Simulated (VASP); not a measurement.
Write the native input for VASP 6.6.1 that does the following.

```yaml
Task: single point
Functional: HSE06
Potentials_or_basis: VASP PAW PBE potentials, release 64 (K_sv, F)
Cutoff: 520 eV
k_mesh: 6 × 6 × 6
Occupations: gaussian, width 0.01 eV
Spin: no spin polarisation
Dipole_correction: no
Exchange_at_q_=_0: truncated
Grid_for_exact_exchange_PRECFOCK: Normal
Screening_parameter: 0.2079 1/A
Further_INCAR_settings: ALGO = Normal; EDIFF = 1e-06; NBANDS = 15
```

Crystal: KF.

```xyz
2
Lattice="0.0000 2.8456 2.8456 2.8456 0.0000 2.8456 2.8456 2.8456 0.0000" Properties=species:S:1:pos:R:3 pbc="T T T"
K     0.0000    0.0000    0.0000
F     1.4228    1.4228    1.4228
```

The cell was built by a generator and needn't be a form met in nature.

The cell isn't the ideal one: hydrostatic strain -3.1%.

The input as run:

POSCAR

```
KF
1.0
    0.0000000000      2.8455781461      2.8455781461
    2.8455781461      0.0000000000      2.8455781461
    2.8455781461      2.8455781461      0.0000000000
K F
1 1
Direct
    0.0000000000      0.0000000000      0.0000000000
    0.2500000000      0.2500000000      0.2500000000
```

INCAR.step1

```
  PREC = Accurate
  ENCUT = 520
  EDIFF = 1E-5
  ISMEAR = 0
  SIGMA = 0.01
  LREAL = False
  LASPH = True
  NELM = 100
  ALGO = Normal
  ISIF = 2
  LWAVE = True
  LCHARG = False
  NBANDS = 15
  GGA = PE
```

INCAR.step2

```
  PREC = Accurate
  ENCUT = 520
  EDIFF = 1E-6
  ISMEAR = 0
  SIGMA = 0.01
  LREAL = False
  LASPH = True
  NELM = 100
  ALGO = Normal
  ISIF = 2
  LWAVE = False
  LCHARG = False
  GGA = PE
  LHFCALC = True
  HFSCREEN = 0.2079
  PRECFOCK = Normal
  NBANDS = 15
  ISTART = 1
```

KPOINTS

```
Automatic mesh
0
Gamma
  6 6 6
```

Potentials or basis: VASP PAW PBE potentials, release 64 (K_sv, F).

Launch:

```sh
$ cat potpaw_PBE.64/K_sv/POTCAR potpaw_PBE.64/F/POTCAR > POTCAR
$ cp INCAR.step1 INCAR
$ mpirun -np 1 vasp_std > vasp.out
$ cp INCAR.step2 INCAR
$ mpirun -np 1 vasp_std > vasp.out
```

Results of the run:

The pressure is 3.4 GPa. The band gap on the k mesh is 7.30 eV, indirect (least direct gap 7.61 eV).

Caveat: the PAW data sets were made with another functional, which shifts forces and pressure a little.

Run time: 27 min on 1 thread of Intel(R) Xeon(R) 6975P-C (Granite Rapids), with other jobs on the host, peak memory 0.28 GiB.
